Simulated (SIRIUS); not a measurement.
**CoO under changes of volume**

One of the cells (9.776 Å³/atom); the others are scaled copies at fixed shape and fractional positions:

```xyz
2
Lattice="-1.5180 1.5180 2.1212 1.5180 -1.5180 2.1212 1.5180 1.5180 -2.1212" Properties=species:S:1:pos:R:3 pbc="T T T"
Co    0.0000    0.0000    0.0000
O     0.0000    0.0000    2.1212
```

* Program: SIRIUS 7.12.0
* Functional: PBE
* Potentials or basis: all-electron FP-LAPW
* Cutoff: 302 eV
* Basis: apw+lo standard
* k mesh: 12 × 12 × 12
* Occupations: fermi-dirac, width 0.05 eV
* Spin: collinear spin, ferromagnetic start
* Starting moments: [2.0, 0.0] μB

| volume (Å³/atom) | energy over the lowest point (meV/atom) | moment (μB per cell) |
| --- | --- | --- |
| 9.009 | ? | ? |
| 9.201 | 5.55 | 2.71 |
| 9.392 | 0.00 | 2.81 |
| 9.776 | 0.82 | 2.92 |
| 9.967 | 7.03 | 2.95 |
| 10.159 | 16.67 | 2.97 |

**Question.** What does the run at 9.009 Å³/atom give?

**Answer.** Energy over the lowest point 14.88 meV/atom; moment 2.58 μB per cell.

Worked out: A Birch-Murnaghan fit of order 3 (a polynomial in V^(-2/3)) to the other rows has its minimum at 9.56 Å³/atom with B0 = V·E''(V) = 164 GPa (rough, since the energies scatter) at fixed shape and positions, which overstates the stiffness. It gives 15.43 meV/atom at 9.009 Å³/atom, against the run's 14.88. A parabola through the other rows of the moment, of slope 0.608 μB per Å³/atom there, extrapolates to 2.61 μB, against the run's 2.58.

Energies are extrapolated to zero smearing.

Caveats: a cell with one magnetic atom can't hold antiferromagnetic order, which such compounds often take.
